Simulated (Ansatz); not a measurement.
Reactions of `CCCC=O`.

Isolated molecules relaxed with PBE0-D4/def2-TZVP in Ansatz; ΔE leaves out vibrations. CBS: MP2 limit from def2 TZ/QZ plus the TZ coupled-cluster correction, frozen cores. This one scheme is used for every species. DFT in def2-TZVPP. B3LYP here is the variant with VWN-RPA as its local correlation; programs differ in this. Triplets are unrestricted, without spin–orbit coupling. One conformer a species, not always the lowest.

```
                              reaction  CCSD(T)/CBS(def2) (kJ/mol)
                `CCCC=O` → `CC1(C)CO1`                          71
`CCCC=O` → `CCC=O` + `[CH2]` (triplet)                         439
   `CCCC=O` + `OCF` → `CCCOCF` + `C=O`                          66
                   `CCCC=O` → `C=CCCO`                           ?
         `CCCC=O` + H₂ → `CCC=O` + CH₄                         -64
    `CCCC=O` + CH₃OH → `COCC=O` + `CC`                           ?
```

Task: Fill in the missing values. (Estimate.)

Result: Ansatz gave: `CCCC=O` → `C=CCCO`: +54.0 kJ/mol; `CCCC=O` + CH₃OH → `COCC=O` + `CC`: +41.8 kJ/mol.

Largest T1 diagnostic: 0.015, for `C=O`.
